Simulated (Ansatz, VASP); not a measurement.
# Two plane-wave programs on TaN

```
Ta N
1.0
     0.00000    2.21132    2.21132
     2.21132    0.00000    2.21132
     2.21132    2.21132    0.00000
Ta N
1 1
Direct
  0.50000 0.50000 0.50000
  0.00000 0.00000 0.00000
```

The cell comes from a database or a generator and needn't be the stable form of this composition.

Alike in both runs: task single point; functional PBE; k mesh 14 × 14 × 14; occupations gaussian, width 0.05 eV; no spin polarisation.

|  | VASP | Ansatz |
| --- | --- | --- |
| version | VASP 6.6.1 | Ansatz 0.2.0 |
| potentials or method | VASP PAW PBE potentials, release 64 (Ta_pv, N) | scalar-relativistic, plane waves, PAW |
| plane-wave cutoff (eV) | 520 | 420 |
| valence electrons in the cell | 16 | 18 |

Ansatz gave:

| Property | Result |
| --- | --- |
| gap on the k mesh at the Fermi level (eV) | none |
| pressure (GPa) | -1.2 |

Q: What did VASP give for the same quantities?

A: gap on the k mesh at the Fermi level (eV): none; pressure (GPa): -0.5.

A gap of «none» marks a metal or a gap that the smearing closes. The two sets of potentials don't hold the same shells in valence.

Spin-orbit coupling is left out, which matters for the levels of Ta.
